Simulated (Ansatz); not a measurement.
Yb under compression and expansion

```
CELL_PARAMETERS angstrom
3.38756 0.00000 0.00000
0.00000 3.38756 0.00000
0.00000 0.00000 3.38756
ATOMIC_POSITIONS crystal
Yb 0.00000 0.00000 0.00000
```

Conventional cell: a = 3.388 Å, b = 3.388 Å, c = 3.388 Å, α = 90.00°, β = 90.00°, γ = 90.00°. Around Yb (atom 1) lie 6 Yb at 3.39 Å.

The cell was built from the sc type and relaxed in the same program, and has space group Pm-3m; it needn't be a known or the stable phase.

Where the f shell is localised, expect the real compound to differ from this run without U.

No spin–orbit coupling, which matters for the heavy atoms here.

Methods: DFT, PBE, all-electron LAPW, scalar-relativistic (Ansatz 0.2.0); DFT, PBE, PAW with Ansatz's default frozen-core files, scalar-relativistic (Ansatz 0.2.0).

For LAPW: a Γ-centred 10×10×10 k mesh, Fermi–Dirac smearing of 0.05 eV, basis error target 0.25 meV/atom, no spin polarisation. PAW takes a cutoff of 420 eV at this cell. The Ansatz runs share mesh, smearing and spin set-up. Plane-wave (PAW) pressures include the program's estimate of the Pulay term.

The cell above is scaled evenly, with fractional coordinates and shape held.

```csv
V/V(cell),V (Å³/atom),"P, LAPW (GPa)","P, PAW (GPa)","free energy over the lowest listed, PAW (meV/atom)"
0.9405,36.561,0.70,0.69,4.8
0.9800,38.097,?,?,?
1.0000,38.874,0.01,0.00,0.0
1.0200,39.652,-0.19,-0.20,0.5
1.0600,41.206,-0.55,-0.56,4.2
```

(1) Fill in the row V/V(cell) = 0.9800.

(2) What do Birch–Murnaghan fits to the pressures give?

## Answers

(1) P, LAPW (GPa) = 0.22, P, PAW (GPa) = 0.21, free energy over the lowest listed, PAW (meV/atom) = 0.5.

(2) LAPW: V0 = 38.91 Å³/atom, B0 = 10 GPa, B0′ = 2.5; PAW: V0 = 38.88 Å³/atom, B0 = 10 GPa, B0′ = 2.5.
